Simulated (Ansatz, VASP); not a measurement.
# Li (monovacancy in Li): VASP beside Ansatz

One calculation is typed for both programs; each brings its own data sets. How far apart do they land? The Ansatz run is a path of several images between two structures; VASP solves its first image, and the two are compared there.

Main program and level: Ansatz 0.2.0; plane waves, with VASP 6.6.1 beside it; single point at PBE.

## (1) Set-up

The cell holds 53 atoms: 53 Li. Cell: a = 10.291 Å, b = 10.291 Å, c = 10.291 Å, α = 90.0°, β = 90.0°, γ = 90.0°. It derives from Li (Li (Im-3m)). Nearest the centre at fractional (0.500, 0.500, 0.500): Li27 at 2.78 Å, Li28 at 2.78 Å, Li32 at 2.78 Å, Li44 at 2.78 Å, Li50 at 2.78 Å, Li46 at 2.78 Å, Li34 at 2.78 Å, Li52 at 2.78 Å.

## (2) Ansatz: path of images, PBE

Ansatz runs on its default PAW (the set named soft_2) files.

A single point gives forces, pressure and levels at one fixed geometry, so differences don't come from the geometry; what else differs is listed under the comparison.

Input file input.yaml:

```yaml
crystal:
  lattice:
    - [10.29138564, 0.0, 0.0]
    - [0.0, 10.29138564, 0.0]
    - [0.0, 0.0, 10.29138564]
  atoms:
    - { symbol: Li, position: [0.0, 0.0, 0.0] }
    - { symbol: Li, position: [0.171361926, 0.171361926, 0.171361926] }
    - { symbol: Li, position: [0.0, 0.0, 0.334942805] }
    - { symbol: Li, position: [0.169295246, 0.169295246, 0.5] }
    - { symbol: Li, position: [0.0, 0.0, 0.665057195] }
    - { symbol: Li, position: [0.171361926, 0.171361926, 0.828638074] }
    - { symbol: Li, position: [0.0, 0.334942805, 0.0] }
    - { symbol: Li, position: [0.169295246, 0.5, 0.169295246] }
    - { symbol: Li, position: [0.0, 0.332559199, 0.332559199] }
    - { symbol: Li, position: [0.154844543, 0.5, 0.5] }
    - { symbol: Li, position: [0.0, 0.332559199, 0.667440801] }
    - { symbol: Li, position: [0.169295246, 0.5, 0.830704754] }
    - { symbol: Li, position: [0.0, 0.665057195, 0.0] }
    - { symbol: Li, position: [0.171361926, 0.828638074, 0.171361926] }
    - { symbol: Li, position: [0.0, 0.667440801, 0.332559199] }
    - { symbol: Li, position: [0.169295246, 0.830704754, 0.5] }
    - { symbol: Li, position: [0.0, 0.667440801, 0.667440801] }
    - { symbol: Li, position: [0.171361926, 0.828638074, 0.828638074] }
    - { symbol: Li, position: [0.334942805, 0.0, 0.0] }
    - { symbol: Li, position: [0.5, 0.169295246, 0.169295246] }
    - { symbol: Li, position: [0.332559199, 0.0, 0.332559199] }
    - { symbol: Li, position: [0.5, 0.154844543, 0.5] }
    - { symbol: Li, position: [0.332559199, 0.0, 0.667440801] }
    - { symbol: Li, position: [0.5, 0.169295246, 0.830704754] }
    - { symbol: Li, position: [0.332559199, 0.332559199, 0.0] }
    - { symbol: Li, position: [0.5, 0.5, 0.154844543] }
    - { symbol: Li, position: [0.344123447, 0.344123447, 0.344123447] }
    - { symbol: Li, position: [0.344123447, 0.344123447, 0.655876553] }
    - { symbol: Li, position: [0.5, 0.5, 0.845155457] }
    - { symbol: Li, position: [0.332559199, 0.667440801, 0.0] }
    - { symbol: Li, position: [0.5, 0.830704754, 0.169295246] }
    - { symbol: Li, position: [0.344123447, 0.655876553, 0.344123447] }
    - { symbol: Li, position: [0.5, 0.845155457, 0.5] }
    - { symbol: Li, position: [0.344123447, 0.655876553, 0.655876553] }
    - { symbol: Li, position: [0.5, 0.830704754, 0.830704754] }
    - { symbol: Li, position: [0.665057195, 0.0, 0.0] }
    - { symbol: Li, position: [0.828638074, 0.171361926, 0.171361926] }
    - { symbol: Li, position: [0.667440801, 0.0, 0.332559199] }
    - { symbol: Li, position: [0.830704754, 0.169295246, 0.5] }
    - { symbol: Li, position: [0.667440801, 0.0, 0.667440801] }
    - { symbol: Li, position: [0.828638074, 0.171361926, 0.828638074] }
    - { symbol: Li, position: [0.667440801, 0.332559199, 0.0] }
    - { symbol: Li, position: [0.830704754, 0.5, 0.169295246] }
    - { symbol: Li, position: [0.655876553, 0.344123447, 0.344123447] }
    - { symbol: Li, position: [0.845155457, 0.5, 0.5] }
    - { symbol: Li, position: [0.655876553, 0.344123447, 0.655876553] }
    - { symbol: Li, position: [0.830704754, 0.5, 0.830704754] }
    - { symbol: Li, position: [0.667440801, 0.667440801, 0.0] }
    - { symbol: Li, position: [0.828638074, 0.828638074, 0.171361926] }
    - { symbol: Li, position: [0.655876553, 0.655876553, 0.344123447] }
    - { symbol: Li, position: [0.830704754, 0.830704754, 0.5] }
    - { symbol: Li, position: [0.655876553, 0.655876553, 0.655876553] }
    - { symbol: Li, position: [0.828638074, 0.828638074, 0.828638074] }
basis:
  ecutwfc: 420
  xc_grid: 2
hamiltonian:
  xc: pbe
kpoints:
  mp_grid: { grid: [3, 3, 3] }
scf:
  occupations: { method: methfessel_paxton, width: 0.1 }
  max_iter: 120
output:
  forces: true
neb:
  images: 3
  f_tol: 0.04
  climbing: true
  initial_path: idpp
  max_iterations: 40
  order_check: false
  final_atoms:
    - { symbol: Li, position: [0.004695296, 0.004695296, 0.004695296] }
    - { symbol: Li, position: [0.177456775, 0.177456775, 0.177456775] }
    - { symbol: Li, position: [0.002628572, 0.002628572, 0.333333333] }
    - { symbol: Li, position: [0.177456775, 0.177456775, 0.489209891] }
    - { symbol: Li, position: [0.004695296, 0.004695296, 0.661971371] }
    - { symbol: Li, position: [0.165892439, 0.165892439, 0.833333333] }
    - { symbol: Li, position: [0.002628572, 0.333333333, 0.002628572] }
    - { symbol: Li, position: [0.177456775, 0.489209891, 0.177456775] }
    - { symbol: Li, position: [-0.011822147, 0.333333333, 0.333333333] }
    - { symbol: Li, position: [0.177456775, 0.489209891, 0.489209891] }
    - { symbol: Li, position: [0.002628572, 0.333333333, 0.664038095] }
    - { symbol: Li, position: [0.165892439, 0.500774227, 0.833333333] }
    - { symbol: Li, position: [0.004695296, 0.661971371, 0.004695296] }
    - { symbol: Li, position: [0.165892439, 0.833333333, 0.165892439] }
    - { symbol: Li, position: [0.002628572, 0.664038095, 0.333333333] }
    - { symbol: Li, position: [0.165892439, 0.833333333, 0.500774227] }
    - { symbol: Li, position: [0.004695296, 0.661971371, 0.661971371] }
    - { symbol: Li, position: [0.168276141, 0.833333333, 0.833333333] }
    - { symbol: Li, position: [0.333333333, 0.002628572, 0.002628572] }
    - { symbol: Li, position: [0.489209891, 0.177456775, 0.177456775] }
    - { symbol: Li, position: [0.333333333, -0.011822147, 0.333333333] }
    - { symbol: Li, position: [0.489209891, 0.177456775, 0.489209891] }
    - { symbol: Li, position: [0.333333333, 0.002628572, 0.664038095] }
    - { symbol: Li, position: [0.500774227, 0.165892439, 0.833333333] }
    - { symbol: Li, position: [0.333333333, 0.333333333, -0.011822147] }
    - { symbol: Li, position: [0.489209891, 0.489209891, 0.177456775] }
    - { symbol: Li, position: [0.489209891, 0.489209891, 0.489209891] }
    - { symbol: Li, position: [0.333333333, 0.333333333, 0.678488814] }
    - { symbol: Li, position: [0.500774227, 0.500774227, 0.833333333] }
    - { symbol: Li, position: [0.333333333, 0.664038095, 0.002628572] }
    - { symbol: Li, position: [0.500774227, 0.833333333, 0.165892439] }
    - { symbol: Li, position: [0.333333333, 0.678488814, 0.333333333] }
    - { symbol: Li, position: [0.500774227, 0.833333333, 0.500774227] }
    - { symbol: Li, position: [0.333333333, 0.664038095, 0.664038095] }
    - { symbol: Li, position: [0.498390526, 0.833333333, 0.833333333] }
    - { symbol: Li, position: [0.661971371, 0.004695296, 0.004695296] }
    - { symbol: Li, position: [0.833333333, 0.165892439, 0.165892439] }
    - { symbol: Li, position: [0.664038095, 0.002628572, 0.333333333] }
    - { symbol: Li, position: [0.833333333, 0.165892439, 0.500774227] }
    - { symbol: Li, position: [0.661971371, 0.004695296, 0.661971371] }
    - { symbol: Li, position: [0.833333333, 0.168276141, 0.833333333] }
    - { symbol: Li, position: [0.664038095, 0.333333333, 0.002628572] }
    - { symbol: Li, position: [0.833333333, 0.500774227, 0.165892439] }
    - { symbol: Li, position: [0.678488814, 0.333333333, 0.333333333] }
    - { symbol: Li, position: [0.833333333, 0.500774227, 0.500774227] }
    - { symbol: Li, position: [0.664038095, 0.333333333, 0.664038095] }
    - { symbol: Li, position: [0.833333333, 0.498390526, 0.833333333] }
    - { symbol: Li, position: [0.661971371, 0.661971371, 0.004695296] }
    - { symbol: Li, position: [0.833333333, 0.833333333, 0.168276141] }
    - { symbol: Li, position: [0.664038095, 0.664038095, 0.333333333] }
    - { symbol: Li, position: [0.833333333, 0.833333333, 0.498390526] }
    - { symbol: Li, position: [0.661971371, 0.661971371, 0.661971371] }
    - { symbol: Li, position: [0.833333333, 0.833333333, 0.833333333] }
```

Command:

```bash
> ansatz run input.yaml --threads 4 --pin off --max-ram 7536MiB --backend cpu --events-out ev --progress --plain --runs-dir out
```

Numbers of over 12 decimals in the logs are rounded to 6 here.

Output:

```text
Warning: neb: disabling space-group detection — the band's intermediate images generally break the endpoint symmetry, so no spatial operation reduces the k-mesh or symmetrises the density, except that a semilocal band can use its path's symmetry ahead of convergence; time reversal is kept, so that k and −k are solved as one point where they differ and the mesh holds both, and exact exchange and, on two spinor compone [...]
Engine: ansatz 0.2.0, x86_64-unknown-linux-gnu
Pseudopotentials: kind: paw
Pseudopotential: Li, paw, valence charge 3, recommended cutoff 420 eV (normal), Li.paw.azcp
Functional definition: PBE
  parameter kappa = 0.804
  parameter beta = 0.066725
  exchange = pbe_x(kappa = kappa, mu = beta*pi^2/3)
  correlation = pbe_c(beta = beta)
NEB image 0
Crystal: 53 atoms, lattice volume = 1089.988 Å³
Basis set: ecut = 420 eV, 21247 PW (Γ), exchange–correlation on 144×144×144 points (8 copies of the dense FFT grid, shifted against one another)
Bands: 133, of which v1, the nominal top of the filled ones, is band 80 counted from 1 (79 counted from 0)
Symmetry: 1 space group operations
k-points: 14 of 27 (time reversal used)
Non-local potential: Li, projectors of the file, l = 0: 3, l = 1: 2, l = 2: 1
PAW form: soft (Blöchl's): semilocal exchange-correlation on the pseudo side does not see the compensation charge
PAW one-centre angular grid: Li, 110 points (default); XC on 64 Gauss nodes
Initial density: superposition of atomic densities (neutral atoms: chi_scale 0, normalization atom), corrected by the library's trained network
Initial wavefunctions: pseudopotential atomic-orbital guess
Functional: x = pbe(κ = 0.804, μ = 0.219515), c = pbe(β = 0.066725)
SCF iter   1: F=—  HF=-10847.784232 eV  |F-HF|=—  |Δ(HF+E_count)|=         —  Δρ=4.55e-4  dr2=1.65e-2  ethr=1.77e-3  ⟨swp⟩=10.8  Hψ=11637  notcnv=0  defer=122
preconditioner: auto → Kerker (q_TF=auto, 1.979 Å⁻¹)  [metal: Δε(μ)=0.033 eV  Ē_g=3.941 eV  σ=0.100 eV  W_gap=0.27  n_scr=146 (ndim 8)  ℏωp=8.2 eV  f_vac=0.000  D(μ)=33.51/eV (n_scr^D=250)]
SCF iter   2: F=—  HF=-10847.786423 eV  |F-HF|=—  |Δ(HF+E_count)|=   2.19e-3  S|Δr|=    0.00e0  Δρ=3.88e-4  dr2=1.49e-2  ethr=1.03e-5  ⟨swp⟩=1.1  Hψ=2143  notcnv=0  defer=142
SCF iter   3: F=—  HF=-10847.784504 eV  |F-HF|=—  |Δ(HF+E_count)|=   1.92e-3  S|Δr|=    0.00e0  Δρ=1.70e-4  dr2=2.38e-3  ethr=9.34e-6  ⟨swp⟩=1.8  Hψ=1459  notcnv=0  defer=142
SCF iter   4: F=—  HF=-10847.784148 eV  |F-HF|=—  |Δ(HF+E_count)|=   3.55e-4  S|Δr|=    0.00e0  Δρ=3.64e-5  dr2=8.13e-5  ethr=1.50e-6  ⟨swp⟩=2.0  Hψ=1663  notcnv=0  defer=142
SCF iter   5: F=—  HF=-10847.783808 eV  |F-HF|=—  |Δ(HF+E_count)|=   3.40e-4  S|Δr|=    0.00e0  Δρ=1.61e-5  dr2=2.69e-5  ethr=5.11e-8  ⟨swp⟩=2.2  Hψ=2128  notcnv=0  defer=142
SCF iter   6: F=—  HF=-10847.783805 eV  |F-HF|=—  |Δ(HF+E_count)|=   3.38e-6  S|Δr|=    0.00e0  Δρ=7.15e-6  dr2=5.04e-6  ethr=1.69e-8  ⟨swp⟩=1.3  Hψ=1354  notcnv=0  defer=142
SCF iter   7: F=—  HF=-10847.783804 eV  |F-HF|=—  |Δ(HF+E_count)|=   6.50e-7  S|Δr|=    0.00e0  Δρ=3.39e-6  dr2=1.12e-6  ethr=3.17e-9  ⟨swp⟩=1.7  Hψ=1375  notcnv=0  defer=142
SCF iter   8: F=—  HF=-10847.783804 eV  |F-HF|=—  |Δ(HF+E_count)|=   1.55e-7  S|Δr|=    0.00e0  Δρ=1.39e-6  dr2=1.96e-7  ethr=7.02e-10  ⟨swp⟩=2.0  Hψ=1471  notcnv=0  defer=142
SCF iter   9: F=-10847.783804 eV  HF=-10847.783804 eV  |F-HF|=1.24e-8  |Δ(HF+E_count)|=   2.89e-8  S|Δr|=    0.00e0  Δρ=4.02e-7  dr2=1.57e-8  ethr=6.29e-11  ⟨swp⟩=3.0  Hψ=3276  notcnv=0
SCF 1 converged in 9 iterations: F = -10847.783804 eV  dr2 = 1.57e-8
  greatest PAW one-centre occupation: 1.000 electrons in one spin orbital (limit 2), on the Li atom at site 28 (counted from 0), in its partial waves of l = 0
NSCF: frozen V_eff on 14 k-points
NEB image 4
SCF iter   1: F=—  HF=-10847.783789 eV  |F-HF|=—  |Δ(HF+E_count)|=         —  Δρ=4.54e-4  dr2=1.62e-2  ethr=1.77e-3  ⟨swp⟩=10.8  Hψ=11620  notcnv=0  defer=144
preconditioner: auto → Kerker (q_TF=auto, 1.979 Å⁻¹)  [metal: Δε(μ)=0.033 eV  Ē_g=3.942 eV  σ=0.100 eV  W_gap=0.27  n_scr=146 (ndim 8)  ℏωp=8.2 eV  f_vac=0.000  D(μ)=33.52/eV (n_scr^D=250)]
SCF iter   2: F=—  HF=-10847.786407 eV  |F-HF|=—  |Δ(HF+E_count)|=   2.62e-3  S|Δr|=    0.00e0  Δρ=3.89e-4  dr2=1.50e-2  ethr=1.02e-5  ⟨swp⟩=1.0  Hψ=2142  notcnv=0  defer=170
SCF iter   3: F=—  HF=-10847.784492 eV  |F-HF|=—  |Δ(HF+E_count)|=   1.91e-3  S|Δr|=    0.00e0  Δρ=1.75e-4  dr2=2.57e-3  ethr=9.42e-6  ⟨swp⟩=1.7  Hψ=1431  notcnv=0  defer=170
[...]
k-point 2: bands = [... 76 lower, 0.4383, 1.1756, 1.1999, 1.2190, 1.2326, 1.4061, 1.4111, 1.4185, ... 49 higher]
  k-point 13: bands = [... 76 lower, 0.8929, 0.9079, 0.9416, 0.9468, 0.9597, 0.9846, 1.0479, 1.0894, ... 49 higher]
this run last wrote the band of iteration 5 to <dir>; this run last wrote the band within `neb.f_tol` of iteration 3 to <dir>
--- NEB band (5 images, 5 band iterations, 94 SCF iterations) ---
  forward barrier  = 0.047271 eV
  backward barrier = 0.047271 eV
  lagrangian_above_aufbau_ev (what the smearing adds, to first order; not taken off the barriers): saddle image -0.008503 eV, end points -0.010150 and -0.010150 eV
  climbing image's point = of an order that was not read
  energies are F+E_penalty+E_count in eV, relative to image 0
  image     s (Å)  Δ vs image 0  max|band force component| (eV/Å)
      0    0.0000      0.000000                                 —
      1    0.7886      0.025706                          1.018e-2
  *   2    1.5773      0.047271                          3.925e-3
      3    2.3684      0.025754                          1.004e-2
      4    3.1593     -0.000000                                 —
  climbing-image geometry (image 2):
  cell:  # Å, volume = 1089.9876 Å³
    - [10.29138564, 0.0, 0.0]
    - [0.0, 10.29138564, 0.0]
    - [0.0, 0.0, 10.29138564]
  atoms:
    - { symbol: Li, position: [0.00072179, 0.00058524, 0.000679478] }
    - { symbol: Li, position: [0.177490, 0.177490, 0.177598] }
    - { symbol: Li, position: [0.00376518, 0.0037035, 0.337838] }
    - { symbol: Li, position: [0.185782, 0.185860, 0.486571] }
    - { symbol: Li, position: [0.00516685, 0.00512383, 0.660503] }
    - { symbol: Li, position: [0.165074, 0.165065, 0.836652] }
    - { symbol: Li, position: [0.00393469, 0.337960, 0.00385583] }
    - { symbol: Li, position: [0.186382, 0.486298, 0.186219] }
    - { symbol: Li, position: [-0.0099009, 0.332697, 0.332607] }
    - { symbol: Li, position: [0.154886, 0.499467, 0.499673] }
    - { symbol: Li, position: [0.00290497, 0.329872, 0.666769] }
    - { symbol: Li, position: [0.166739, 0.503565, 0.830097] }
    - { symbol: Li, position: [0.00545069, 0.660274, 0.00538247] }
    - { symbol: Li, position: [0.165242, 0.836953, 0.165123] }
    - { symbol: Li, position: [0.00316538, 0.666672, 0.329680] }
    - { symbol: Li, position: [0.166618, 0.830258, 0.503573] }
    - { symbol: Li, position: [-0.00359767, 0.668301, 0.668242] }
    - { symbol: Li, position: [0.173000, 0.828005, 0.828048] }
    - { symbol: Li, position: [0.337905, 0.00385882, 0.00384922] }
    - { symbol: Li, position: [0.486259, 0.186357, 0.186116] }
    - { symbol: Li, position: [0.332668, -0.00984629, 0.332657] }
    - { symbol: Li, position: [0.499460, 0.154934, 0.499664] }
    - { symbol: Li, position: [0.329891, 0.00294592, 0.666712] }
    - { symbol: Li, position: [0.503479, 0.166697, 0.830239] }
[...]
- { symbol: Li, position: [0.647503, 0.346861, 0.647309] }
    - { symbol: Li, position: [0.829533, 0.495498, 0.829664] }
    - { symbol: Li, position: [0.668094, 0.668149, -0.00357348] }
    - { symbol: Li, position: [0.827915, 0.827948, 0.173040] }
    - { symbol: Li, position: [0.647006, 0.647064, 0.346949] }
    - { symbol: Li, position: [0.829418, 0.829462, 0.495340] }
    - { symbol: Li, position: [0.655809, 0.655765, 0.655830] }
    - { symbol: Li, position: [0.832576, 0.832611, 0.832875] }
```

The column dr2 measures how far the density is from self-consistency, as an energy; F and HF (Harris–Foulkes) agree once it is small.

(Continued in part 2 of 2.)

[Lines on the potential files, build, host, timing and source positions are cut from VASP's logs without a mark.]

[Logs are printed without paths, hosts, clocks, repeated set-up lines and the standing remarks that a program may print on its own settings, such as how far it seeks lower states.]

[Hosts, paths, dates, database ids (printed as entryN), source tags and the programs' standing remarks are cut or masked in the printed files.]
